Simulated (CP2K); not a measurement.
# Pd in CP2K: the effect of functional

The system is Pd.

```
CELL_PARAMETERS angstrom
2.75277 0.00000 0.00000
1.37638 2.38397 0.00000
1.37638 0.79466 2.24762
ATOMIC_POSITIONS crystal
Pd 0.00000 0.00000 0.00000
```

Alike in all runs:

- Program: CP2K 2026.2
- Task: atomic charges
- Potentials or basis: POTENTIAL_UZH Pd GTH-PBE-q18; TZVP-MOLOPT-PBE-GTH basis
- Density cutoff: 10204 eV
- k mesh: 12 × 12 × 12
- Occupations: fermi-dirac, width 0.05 eV
- Spin: no spin polarisation

Problem. One run gave: pressure 12.4 GPa. Which functional did it use?
A. optB88-vdW
B. PBEsol
C. WC
D. SCAN
E. revPBE

Solution. E.

```csv
functional,pressure (GPa)
LDA,-6.9
PBEsol,-1.0
WC,0.5
optB88-vdW,8.8
revPBE,12.4
SCAN,1.0
```

Caveats: the potentials were made for another functional, which shifts forces and pressure; the basis of atomic orbitals isn't converged, which shifts pressures, moduli and gaps.

Runs at the PBE level aren't shown here.
